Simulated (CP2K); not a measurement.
Runs of CP2K 2026.2 on ZnS (Wurtzite-2H). The structure is hexagonal, space group P6_3mc (No. 186). Conventional cell: a = 3.811 Å, b = 3.811 Å, c = 6.234 Å, α = 90.00°, β = 90.00°, γ = 120.00°. Zn (site symmetry 3m) is surrounded by 4 S at 2.31 to 2.40 Å. S (site symmetry 3m) has 4 Zn at 2.31 to 2.40 Å as nearest neighbours. 

```tsv
level	potentials or basis	smearing	EPS_DEFAULT	NGRIDS	points a segment of the path (NPOINTS)	bands added on the path	CUTOFF of the grids	gap on the mesh (eV)	pressure (GPa)	largest force (eV/Å)
PBEsol	POTENTIAL_UZH Zn GTH-PBE-q12, S GTH-PBE-q6; TZVP-MOLOPT-PBE-GTH basis	fermi-dirac 0.1 eV	1.0E-10	4	10	6	450 Ry	(a)	-0.6	-
TB-mBJ	POTENTIAL_UZH Zn GTH-PBE-q12, S GTH-PBE-q6; TZVP-MOLOPT-PBE-GTH basis	fermi-dirac 0.1 eV	1.0E-9	4	8	6	675 Ry	(c)	-	-
LDA	GTH_POTENTIALS Zn GTH-PADE-q12, S GTH-PADE-q6; TZVP-MOLOPT-PBE-GTH basis	fermi-dirac 0.05 eV	1.0E-9	5	10	2	450 Ry	1.93	-3.7	0.31
r2SCAN	POTENTIAL_UZH Zn GTH-SCAN-q12, S GTH-SCAN-q6; TZVP-MOLOPT-SCAN-GTH basis	fermi-dirac 0.05 eV	1.0E-9	5	6	2	675 Ry	2.65	(b)	0.32
```

Alike in all rows: task band structure; no spin polarisation; cell as given; k mesh 8 × 8 × 5.

Q: Estimate the missing entries.

A: (a) 2.03; (b) -0.2; (c) 1.94.

Caveats: the basis of atomic orbitals isn't converged, which shifts pressures, moduli and gaps; the potentials were made for another functional, which shifts forces and pressure (some runs); the forces don't sum to zero, a sign of grid noise (some runs); this is a model potential without an energy functional, so only levels have meaning (some runs).

Runs at the PBE level aren't shown here.
